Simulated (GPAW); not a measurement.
# SiNi3 (Pm-3m) in GPAW: convergence with plane-wave cutoff (eV)

Aim: find how far plane-wave cutoff (eV) must go before the results for SiNi3 settle, at LDA. This setting moves, with any that are tied to it; all else stays.

Everything below comes from runs of GPAW 26.7.0. Logs are shortened: lines on timing, memory, paths and dates and some standing lists are left out, and cuts for length are marked. The log counts tension as positive stress, the text compression.

## Step 1: Starting point

Symmetry: Pm-3m, No. 221, cubic system. Conventional cell: a = 3.542 Å, b = 3.542 Å, c = 3.542 Å, α = 90.00°, β = 90.00°, γ = 90.00°. Around Ni (site symmetry 4/mmm) lie 8 Ni at 2.50 Å and 4 Si at 2.50 Å. Si (site symmetry m-3m) is surrounded by 12 Ni at 2.50 Å.

## Step 2: With plane-wave cutoff (eV) 200

Contents of run.py:

```python
from ase.dft.bandgap import bandgap
from ase.io import read, write
from ase.units import GPa
from gpaw import GPAW, PW

atoms = read('POSCAR')
atoms.set_initial_magnetic_moments([1.0, 1.0, 1.0, 0.0])

calc = GPAW(mode=PW(200),
            xc='LDA',
            kpts={'size': (5, 5, 5), 'gamma': True},
            occupations={'name': 'fermi-dirac', 'width': 0.05},
            nbands=45,
            convergence={'density': 1e-05, 'energy': 1e-05},
            maxiter=100,
            txt='gpaw.txt')
atoms.calc = calc
energy = atoms.get_potential_energy()
forces = atoms.get_forces()
stress = atoms.get_stress()
calc.write('gs.gpw')
write('result.traj', atoms)
print(f'Energy: {energy:.6f} eV')
print('Forces (eV/A):')
print(forces.round(4))
print('Stress (GPa):', (stress / GPa).round(3))
print('Moments:', calc.get_magnetic_moments().round(3))
print('Fermi level:', round(calc.get_fermi_level(), 4), 'eV')
print(f'Gap: {bandgap(calc)[0]:.4f} eV, direct: {bandgap(calc, direct=True)[0]:.4f} eV')
```

Contents of POSCAR:

```
SiNi3
1.0
    3.5420000000      0.0000000000      0.0000000000
    0.0000000000      3.5420000000      0.0000000000
    0.0000000000      0.0000000000      3.5420000000
Ni Si
3 1
Direct
    0.5000000000      0.5000000000      0.0000000000
    0.5000000000      0.0000000000      0.5000000000
    0.0000000000      0.5000000000      0.5000000000
    0.0000000000      0.0000000000      0.0000000000
```

Potentials or basis: the program's PAW data sets (release 1.2.1) made for this functional, pw.

Command:

```bash
$ OMP_NUM_THREADS=1 python run.py
```

gpaw.txt:

```text
__  _  _
 | _ |_)|_||  |
 |__||  | ||/\| - 26.7.0

Input parameters:
  mode=PW(ecut=200.0),
  convergence={'density': 1e-05, 'energy': 1e-05},
  kpts=MonkhorstPack(size=(5, 5, 5), gamma=True),
  maxiter=100,
  nbands=45,
  occupations=Occupations(name='fermi-dirac', width=0.05),
  xc=XC(name='LDA')

Diagonalizing LCAO Hamiltonian
Converting LCAO to pw mode
   .--------.
  /|        |
 * |        |
 |Ni        |
 | .-Ni-----.
 |/    Ni  /
 Si-------*

Atoms  # Å, Bohr magnetons
|   | symbol |        x |        y |        z |    initial magnetic moments |
|---|--------|----------|----------|----------|-----------------------------|
| 0 |     Ni | 1.771000 | 1.771000 | 0.000000 | ( 0.0000,  0.0000,  1.0000) |
| 1 |     Ni | 1.771000 | 0.000000 | 1.771000 | ( 0.0000,  0.0000,  1.0000) |
| 2 |     Ni | 0.000000 | 1.771000 | 1.771000 | ( 0.0000,  0.0000,  1.0000) |
| 3 |     Si | 0.000000 | 0.000000 | 0.000000 | ( 0.0000,  0.0000,  0.0000) |

Unit cell  # Å
| periodic |        x |        y |        z |  lengths |    angles |
|----------|----------|----------|----------|----------|-----------|
|      yes | 3.542000 | 0.000000 | 0.000000 | 3.542000 | 90.000000 |
|      yes | 0.000000 | 3.542000 | 0.000000 | 3.542000 | 90.000000 |
|      yes | 0.000000 | 0.000000 | 3.542000 | 3.542000 | 90.000000 |

Number of symmetries: 48
Symmetry operations  # r_c * U_cc + t_c -> r_c
|    | kind |            matrix            |
|----|------|------------------------------|
|  0 |  E   |  1, 0, 0,  0, 1, 0,  0, 0, 1 |
|  1 |  σ   |  1, 0, 0,  0, 1, 0,  0, 0,-1 |
|  2 |  σ   |  1, 0, 0,  0, 0, 1,  0, 1, 0 |
|  3 |  C4  |  1, 0, 0,  0, 0, 1,  0,-1, 0 |
|  4 |  C4  |  1, 0, 0,  0, 0,-1,  0, 1, 0 |
|  5 |  σ   |  1, 0, 0,  0, 0,-1,  0,-1, 0 |
|  6 |  σ   |  1, 0, 0,  0,-1, 0,  0, 0, 1 |
|  7 |  C2  |  1, 0, 0,  0,-1, 0,  0, 0,-1 |
|  8 |  σ   |  0, 1, 0,  1, 0, 0,  0, 0, 1 |
|  9 |  C2  |  0, 1, 0,  1, 0, 0,  0, 0,-1 |
| 10 |  C3  |  0, 1, 0,  0, 0, 1,  1, 0, 0 |
| 11 |  S6  |  0, 1, 0,  0, 0, 1, -1, 0, 0 |
| 12 |  S6  |  0, 1, 0,  0, 0,-1,  1, 0, 0 |
| 13 |  C3  |  0, 1, 0,  0, 0,-1, -1, 0, 0 |
| 14 |  C4  |  0, 1, 0, -1, 0, 0,  0, 0, 1 |
| 15 |  S4  |  0, 1, 0, -1, 0, 0,  0, 0,-1 |
| 16 |  C3  |  0, 0, 1,  1, 0, 0,  0, 1, 0 |
| 17 |  S6  |  0, 0, 1,  1, 0, 0,  0,-1, 0 |
| 18 |  σ   |  0, 0, 1,  0, 1, 0,  1, 0, 0 |
| 19 |  C4  |  0, 0, 1,  0, 1, 0, -1, 0, 0 |
| 20 |  C2  |  0, 0, 1,  0,-1, 0,  1, 0, 0 |
| 21 |  S4  |  0, 0, 1,  0,-1, 0, -1, 0, 0 |
| 22 |  S6  |  0, 0, 1, -1, 0, 0,  0, 1, 0 |
| 23 |  C3  |  0, 0, 1, -1, 0, 0,  0,-1, 0 |
| 24 |  S6  |  0, 0,-1,  1, 0, 0,  0, 1, 0 |
| 25 |  C3  |  0, 0,-1,  1, 0, 0,  0,-1, 0 |
| 26 |  C4  |  0, 0,-1,  0, 1, 0,  1, 0, 0 |
| 27 |  σ   |  0, 0,-1,  0, 1, 0, -1, 0, 0 |
| 28 |  S4  |  0, 0,-1,  0,-1, 0,  1, 0, 0 |
| 29 |  C2  |  0, 0,-1,  0,-1, 0, -1, 0, 0 |
| 30 |  C3  |  0, 0,-1, -1, 0, 0,  0, 1, 0 |
| 31 |  S6  |  0, 0,-1, -1, 0, 0,  0,-1, 0 |
| 32 |  C4  |  0,-1, 0,  1, 0, 0,  0, 0, 1 |
| 33 |  S4  |  0,-1, 0,  1, 0, 0,  0, 0,-1 |
| 34 |  S6  |  0,-1, 0,  0, 0, 1,  1, 0, 0 |
| 35 |  C3  |  0,-1, 0,  0, 0, 1, -1, 0, 0 |
| 36 |  C3  |  0,-1, 0,  0, 0,-1,  1, 0, 0 |
| 37 |  S6  |  0,-1, 0,  0, 0,-1, -1, 0, 0 |
| 38 |  σ   |  0,-1, 0, -1, 0, 0,  0, 0, 1 |
[... 88 lines left out ...]
      rc: 0.33  # [Å]
      lmax: 2
    cutoffs:
      filter: 1.86  # [Å]
      core: 2.06  # [Å]
    projectors
    | kind |    occ | energy [eV] | rcut [Å] |
    |------|--------|-------------|----------|
    |   3s |  2.000 |     -10.878 |    1.058 |
    |   3p |  2.000 |      -4.162 |    1.058 |
    |    s |        |      16.334 |    1.058 |
    |    p |        |      23.049 |    1.058 |
    |    d |        |       0.000 |    1.058 |

    Using partial waves for Si as LCAO basis

Reference energy: -131760.500793  # eV

eigensolver:
  PPCG
  Converge bands: occupied
  niter=2

density mixing:
  MSR1-Mixer
  Pratt-step length: 0.05
  Maximum mixing coefficient: 0.75
  Old densities: 10
  SVD Regularization: 0.005
  Good broyden scale: 1.0
  Trust region scale: 1.0
  Backstep threshold: 4.0
  History deletion threshold: 6.0
  Fourier metric: weight=20.0, sigma=0.015

occupation numbers:
  Fermi-Dirac:
    width: 0.0500  # eV

poisson solver:
  ecut: 1600.0  # eV

xc functional:
  name: None

convergence criteria:
- Maximum integral of absolute [dens]ity change: 1e-05 electrons / valence electron
- Maximum [total energy] change in last 3 cyles: 1e-05 eV / valence electron
- Maximum integral of absolute [eigenst]ate change: 4e-08 eV^2 / valence electron
maximum number of iterations: 100

SCF iterations
|iter     | |      energy | eigst |  dens |  magmom |
|---------|-|-------------|-------|-------|---------|
|iter:   1| |  -30.215943 | -0.06 |       |  +3.0030|
|iter:   2| |  -30.218842 | -2.37 | -1.10 |  +2.8879|
|iter:   3| |  -30.292477 | -3.35 | -1.18 |  +2.2158|
|iter:   4| |  -30.424247 | -2.97 | -1.30 |  +1.1443|
|iter:   5| |  -30.495028 | -3.73 | -1.69 |  +0.4941|
|iter:   6| |  -30.509129 | -4.60 | -2.12 |  +0.1608|
|iter:   7| |  -30.513536 | -5.23 | -2.31 |  +0.0464|
|iter:   8| |  -30.513691 | -5.27 | -2.60 |  -0.0094|
|iter:   9| |  -30.513666c| -6.66 | -3.14 |  +0.0021|
|iter:  10| |  -30.513661c| -8.35c| -4.21 |  +0.0014|
|iter:  11| |  -30.513661c| -7.59c| -4.73 |  +0.0004|
|iter:  12| |  -30.513661c| -8.80c| -5.15c|  +0.0000|

Converged in 12 steps
Energy contributions relative to reference atoms: (reference = -131760.500793)

Energy contributions:
  Kinetic:          27.657773
  Coulomb:         -18.662360
  Zero:              0.011967
  External:          0.000000
  Xc:              -39.510983
  Entropy:          -0.020117
  Spinorbit:         0.000000
  ----------------------------
  Free energy:     -30.523719
  Extrapolated:    -30.513661

dipole moment: (-14.975433, -14.975433, -14.975433)  # |e|*Ang

Total magnetic moment: (0.000000, 0.000000, 0.000026)

Local magnetic moments
|        x |        y |        z |
|----------|----------|----------|
| 0.000000 | 0.000000 | 0.000004 |  # Ni   0
| 0.000000 | 0.000000 | 0.000004 |  # Ni   1
| 0.000000 | 0.000000 | 0.000004 |  # Ni   2
| 0.000000 | 0.000000 | 0.000009 |  # Si   3

Fermi level: 8.953
Eigenvalues  # (at kpt = [0.000, 0.000, 0.000])
| band index |      eig [eV] | occ [0-1] |      eig [eV] | occ [0-1] |
|------------|---------------|-----------|---------------|-----------|
|          0 |       -54.262 |     1.000 |       -54.262 |     1.000 |
|        ... |               |           |               |           |
|         17 |         7.486 |     1.000 |         7.486 |     1.000 |
|         18 |         7.486 |     1.000 |         7.486 |     1.000 |
|         19 |         8.085 |     1.000 |         8.085 |     1.000 |
|         20 |         8.085 |     1.000 |         8.085 |     1.000 |
|         21 |         8.085 |     1.000 |         8.085 |     1.000 |
|         22 |         8.405 |     1.000 |         8.405 |     1.000 |
[... 8 lines left out ...]
|         31 |        19.146 |     0.000 |        19.146 |     0.000 |
|         32 |        19.146 |     0.000 |        19.146 |     0.000 |
|        ... |               |           |               |           |
|         44 |        33.777 |     0.000 |        33.777 |     0.000 |

No gap
No difference between direct/indirect transitions

Forces  # eV/Ang
|        x |        y |        z |
|----------|----------|----------|
|  0.00000 |  0.00000 |  0.00000 |  # Ni   0
| -0.00000 |  0.00000 |  0.00000 |  # Ni   1
| -0.00000 |  0.00000 |  0.00000 |  # Ni   2
| -0.00000 | -0.00000 | -0.00000 |  # Si   3

Stress tensor  # eV/Ang^3
|         x |         y |        z |
|-----------|-----------|----------|
|  0.379758 | -0.000000 | 0.000000 |
| -0.000000 |  0.379758 | 0.000000 |
|  0.000000 |  0.000000 | 0.379758 |

# Writing to gs.gpw (mode='')
```

Wall time 8.3 s (1 thread of Arm Neoverse V2, shared host); peak memory 0.13 GiB.

Results:

- Free energy: -30.5237 eV
- Pressure: -60.8 GPa
- Band gap on the k mesh: none (metal or under the smearing width)
- Net moment: 0.00 μB per cell

## Step 3: With plane-wave cutoff (eV) 250

run.py: that of step 2 with these lines changed.

```diff
@@ -8,3 +8,3 @@
 
-calc = GPAW(mode=PW(200),
+calc = GPAW(mode=PW(250),
             xc='LDA',
```

POSCAR is that of step 2.

Potentials or basis: the program's PAW data sets (release 1.2.1) made for this functional, pw.

Command:

```bash
$ OMP_NUM_THREADS=1 python run.py
```

It took 11 s on 1 thread of Arm Neoverse V2, shared host; peak memory 0.13 GiB.

What came out:

| Item | Value |
| --- | --- |
| Free energy | -32.3149 eV |
| Pressure | -24.3 GPa |
| Band gap on the k mesh | none (metal or under the smearing width) |
| Net moment | 0.00 μB per cell |

## Step 4: With plane-wave cutoff (eV) 300

run.py: that of step 3 with these lines changed.

```diff
@@ -8,3 +8,3 @@
 
-calc = GPAW(mode=PW(250),
+calc = GPAW(mode=PW(300),
             xc='LDA',
```

POSCAR is that of step 3.

Command:

```bash
$ OMP_NUM_THREADS=1 python run.py
```

Run time: 12 s. Hardware: 1 thread of Arm Neoverse V2, shared host; peak memory 0.14 GiB.

Results:

- Free energy: -32.6474 eV
- Pressure: -22.6 GPa
- Band gap on the k mesh: none (metal or under the smearing width)
- Net moment: 0.00 μB per cell

## Step 5: With plane-wave cutoff (eV) 350

run.py: that of step 4 with these lines changed.

```diff
@@ -8,3 +8,3 @@
 
-calc = GPAW(mode=PW(300),
+calc = GPAW(mode=PW(350),
             xc='LDA',
```

POSCAR is that of step 4.

Command:

```bash
$ OMP_NUM_THREADS=1 python run.py
```

Run time: 14 s. Hardware: 1 thread of Arm Neoverse V2, shared host; peak memory 0.15 GiB.

What came out:

* Free energy: -32.8890 eV
* Pressure: -22.2 GPa
* Band gap on the k mesh: none (metal or under the smearing width)
* Net moment: 0.00 μB per cell

## Step 6: With plane-wave cutoff (eV) 400

run.py: that of step 5 with these lines changed.

```diff
@@ -8,3 +8,3 @@
 
-calc = GPAW(mode=PW(350),
+calc = GPAW(mode=PW(400),
             xc='LDA',
```

POSCAR is that of step 5.

Potentials or basis: the program's PAW data sets (release 1.2.1) made for this functional, pw.

Command:

```bash
$ OMP_NUM_THREADS=1 python run.py
```

Wall time 21 s (1 thread of Arm Neoverse V2, shared host); peak memory 0.15 GiB.

What came out:

| Quantity | Value |
| --- | --- |
| Free energy | -33.0430 eV |
| Pressure | -20.9 GPa |
| Band gap on the k mesh | none (metal or under the smearing width) |
| Net moment | 0.00 μB per cell |

## Step 7: With plane-wave cutoff (eV) 500

run.py: that of step 6 with these lines changed.

```diff
@@ -8,3 +8,3 @@
 
-calc = GPAW(mode=PW(400),
+calc = GPAW(mode=PW(500),
             xc='LDA',
```

POSCAR is that of step 6.

Command:

```bash
$ OMP_NUM_THREADS=1 python run.py
```

Run time: 22 s. Hardware: 1 thread of Arm Neoverse V2, shared host; peak memory 0.16 GiB.

It converged, with:

```yaml
Free_energy: -33.1506 eV
Pressure: -19.1 GPa
Band_gap_on_the_k_mesh: none (metal or under the smearing width)
Net_moment: 0.00 μB per cell
```

## Step 8: With plane-wave cutoff (eV) 600

run.py: that of step 7 with these lines changed.

```diff
@@ -8,3 +8,3 @@
 
-calc = GPAW(mode=PW(500),
+calc = GPAW(mode=PW(600),
             xc='LDA',
```

POSCAR is that of step 7.

Command:

```bash
$ OMP_NUM_THREADS=1 python run.py
```

Run time: 32 s. Hardware: 1 thread of Arm Neoverse V2, shared host; peak memory 0.18 GiB.

The run converged. Its results:

* Free energy: -33.1630 eV
* Pressure: -18.8 GPa
* Band gap on the k mesh: none (metal or under the smearing width)
* Net moment: 0.00 μB per cell

## Step 9: With plane-wave cutoff (eV) 800

run.py: that of step 8 with these lines changed.

```diff
@@ -8,3 +8,3 @@
 
-calc = GPAW(mode=PW(600),
+calc = GPAW(mode=PW(800),
             xc='LDA',
```

POSCAR is that of step 8.

Potentials or basis: the program's PAW data sets (release 1.2.1) made for this functional, pw.

Command:

```bash
$ OMP_NUM_THREADS=1 python run.py
```

Run time: 40 s. Hardware: 1 thread of Arm Neoverse V2, shared host; peak memory 0.21 GiB.

The run converged. Its results:

| Item | Value |
| --- | --- |
| Free energy | -33.1638 eV |
| Pressure | -18.7 GPa |
| Band gap on the k mesh | none (metal or under the smearing width) |
| Net moment | 0.00 μB per cell |

## Step 10: With plane-wave cutoff (eV) 1000

run.py: that of step 9 with these lines changed.

```diff
@@ -8,3 +8,3 @@
 
-calc = GPAW(mode=PW(800),
+calc = GPAW(mode=PW(1000),
             xc='LDA',
```

POSCAR is that of step 9.

Command:

```bash
$ OMP_NUM_THREADS=1 python run.py
```

It took 56 s on 1 thread of Arm Neoverse V2, shared host; peak memory 0.25 GiB.

The run converged. Its results:

```
Free energy            : -33.1640 eV
Pressure               : -18.7 GPa
Band gap on the k mesh : none (metal or under the smearing width)
Net moment             : 0.00 μB per cell
```

## Step 11: Summary

```tsv
plane-wave cutoff (eV)	energy less the tightest run, at zero smearing (meV/atom)	pressure (GPa)	SCF cycles	CPU time (s)	peak memory (GiB)
200	659.92	-60.84	12	8.3	0.13
250	212.23	-24.33	13	11	0.13
300	129.10	-22.57	12	12	0.14
350	68.74	-22.17	12	14	0.15
400	30.26	-20.93	12	21	0.15
500	3.36	-19.13	12	22	0.16
600	0.24	-18.75	12	32	0.18
800	0.04	-18.73	12	40	0.21
1000	0.00	-18.72	12	56	0.25
```

Against the tightest run, the energy stays within 1 meV/atom from 600 on; the pressure stays within 0.1 GPa from 600 on. The tightest run that finished is the yardstick and may itself not be fully converged.

Caveats: the stock nickel data set gives pressures a few GPa off other programs; so large a pressure means that the cell lies far from this level's equilibrium, or that cutoff or potentials fall short.
